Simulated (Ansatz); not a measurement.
Crystal: NbAs.

```xyz
4
Lattice="-1.7259 1.7259 5.8400 1.7259 -1.7259 5.8400 1.7259 1.7259 -5.8400" Properties=species:S:1:pos:R:3 pbc="T T T"
Nb    0.0000    1.7259    0.0000
Nb    0.0000    0.0000    8.7600
As    0.0000    1.7259    4.8589
As    0.0000    0.0000    1.9389
```

| Property | Result |
| --- | --- |
| Program | Ansatz 0.2.0 |
| Task | relaxation of cell and atoms |
| Functional | PBEsol |
| Potentials or basis | Ansatz PAW |
| Cutoff | 420 eV (not typed: the program's choice for these potentials) |
| k mesh | 11 × 11 × 11 |
| Occupations | fermi-dirac, width 0.05 eV |
| Spin | no spin polarisation |

At the start: volume 17.39 Å³/atom.

Q: How do energy, volume and symmetry change on relaxing?

A: It ends after 4 steps and the volume is 17.15 Å³/atom (-1.4 %); space group I4_1md (No. 109, to 0.05 Å).

Step by step:
| step | energy change (eV) | largest force (eV/Å) | volume (Å³) |
| --- | --- | --- | --- |
| 1 | 0.0000 | 0.2880 | 69.58 |
| 2 | -0.0014 | 0.1646 | 67.42 |
| 3 | -0.0155 | 0.0061 | 68.59 |
| 4 | -0.0153 | 0.0061 | 68.59 |

Final structure:
```yaml
crystal:
  lattice:
    - [-1.71984, 1.71984, 5.79688]
    - [1.71984, -1.71984, 5.79688]
    - [1.71984, 1.71984, -5.79688]
  atoms:
    - { symbol: Nb, position: [0.49876, 0.99876, 0.50000] }
    - { symbol: Nb, position: [0.74876, 0.74876, 0.00000] }
    - { symbol: As, position: [0.91724, 0.41724, 0.50000] }
    - { symbol: As, position: [0.16724, 0.16724, 0.00000] }
```

Caveat: the plane-wave basis is chosen anew once the cell has moved, so the energies of steps on either side of that aren't comparable; the PAW data sets come from PBE, with cores solved anew for the run's functional, which leaves a small shift of forces and pressure.
